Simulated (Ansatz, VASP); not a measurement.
**Two plane-wave programs on AlNi**

Contents of INCAR:

```
SYSTEM = AlNi
  ALGO = Normal
  EDIFF = 1E-7
  ENCUT = 520
  GGA = PS
  ISIF = 2
  ISMEAR = 0
  LASPH = .True.
  LCHARG = .True.
  LELF = .True.
  LREAL = .False.
  LVHAR = .True.
  LWAVE = .False.
  NBANDS = 14
  NELM = 60
  PREC = Accurate
  SIGMA = 0.1
```

File KPOINTS:

```
k-points
0
Gamma
  14 14 14
  0 0 0
```

The input POSCAR:

```
AlNi
1.0
    2.8586048674      0.0000000000      0.0000000000
    0.0000000000      2.8586048674      0.0000000000
    0.0000000000      0.0000000000      2.8407147970
Al Ni
1 1
Direct
    0.0000000000      0.0000000000      0.0000000000
    0.5000000000      0.5000000000      0.5000000000
```

Input for Ansatz:

```yaml
crystal:
  lattice:
    - [2.8586048674, 0.0, 0.0]
    - [0.0, 2.8586048674, 0.0]
    - [0.0, 0.0, 2.840714797]
  atoms:
    - { symbol: Al, position: [0.0, 0.0, 0.0] }
    - { symbol: Ni, position: [0.5, 0.5, 0.5] }
basis:
  ecutwfc: 420
kpoints:
  mp_grid: { grid: [14, 14, 14] }
hamiltonian:
  xc: pbesol
scf:
  occupations: { method: gaussian, width: 0.1 }
output:
  forces: true
  stress: true
  eigenvalues: true
```

Change from the starting cell: strain along c alone, the other axes held, atoms relaxed: -1.0 %.

Alike in both runs: task single point; functional PBEsol; k mesh 14 × 14 × 14; occupations gaussian, width 0.1 eV; no spin polarisation.

```csv
,VASP,Ansatz
version,VASP 6.6.1,Ansatz 0.2.0
potentials or method,"VASP PAW PBE potentials, release 64 (Al, Ni)","scalar-relativistic, plane waves, PAW"
plane-wave cutoff (eV),520,420
valence electrons in the cell,13,21
```

|  | VASP | Ansatz | Ansatz less VASP |
| --- | --- | --- | --- |
| gap on the k mesh at the Fermi level (eV) | none | none | - |
| pressure (GPa) | 1.9 | 1.8 | -0.14 |
| largest component of the traceless stress (GPa) | 0.26 | 0.25 | -0.009 |

A gap of «none» marks a metal or a gap that the smearing closes. The functional is the same, so the differences come from potentials, cutoffs and numerics. The two sets of potentials don't hold the same shells in valence.

Caveats: the PAW data sets were made with another functional, which shifts forces and pressure a little (VASP). Spin polarisation is off, so any magnetic state and its effect on volume and gap are missing.
